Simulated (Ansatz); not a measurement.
**How far is PAW off for TaN?**

```yaml
crystal:
  lattice:
    - [5.16766, 0.00000, 0.00000]
    - [-2.58383, 4.47532, 0.00000]
    - [0.00000, 0.00000, 2.89827]
  atoms:
    - { symbol: Ta, position: [0.00000, 0.00000, 0.00000] }
    - { symbol: Ta, position: [0.33333, 0.66667, 0.50000] }
    - { symbol: Ta, position: [0.66667, 0.33333, 0.50000] }
    - { symbol: N, position: [0.50000, 0.00000, 0.00000] }
    - { symbol: N, position: [0.50000, 0.50000, 0.00000] }
    - { symbol: N, position: [0.00000, 0.50000, 0.00000] }
```

Atom numbers follow the list: Ta1, Ta2, Ta3, N4, N5, N6.

The conventional cell has a = 5.168 Å, b = 5.168 Å, c = 2.898 Å, α = 90.00°, β = 90.00°, γ = 120.00°. Around Ta (atom 1) lie 6 N at 2.58 Å and 2 Ta at 2.90 Å. Ta (atom 2) is surrounded by 6 N at 2.08 Å. N (atom 4) is surrounded by 4 Ta at 2.08 Å.

The cell comes from COD entry 1539256, which wasn't checked; take it as a given geometry. The listed cell was then made from it by scaling, straining or moving an atom.

No spin–orbit coupling, which matters for the heavy atoms here.

All numbers are computed: DFT, PBE, PAW with Ansatz's default frozen-core files, scalar-relativistic (Ansatz 0.2.0); DFT, PBE, all-electron LAPW, scalar-relativistic (Ansatz 0.2.0).

For PAW: a Γ-centred 5×5×8 k mesh, Fermi–Dirac smearing of 0.03 eV, cutoff 420 eV, no spin polarisation; the mesh is coarse along some axis. LAPW targets a basis error of 0.5 meV/atom. The Ansatz runs share mesh, smearing and spin set-up. Plane-wave (PAW) pressures include the program's estimate of the Pulay term.

Stress and pressure are positive in compression.

The change that made this cell: volume scaled by 0.99.

PAW results:

| quantity | PAW |
| --- | --- |
| pressure (GPa) | 13.88 |
| stress xx (GPa) | 13.12 |
| stress zz (GPa) | 15.41 |

Q: What does full-potential LAPW give for the same quantities?

A: 
| quantity | LAPW |
| --- | --- |
| pressure (GPa) | 13.90 |
| stress xx (GPa) | 13.17 |
| stress zz (GPa) | 15.36 |
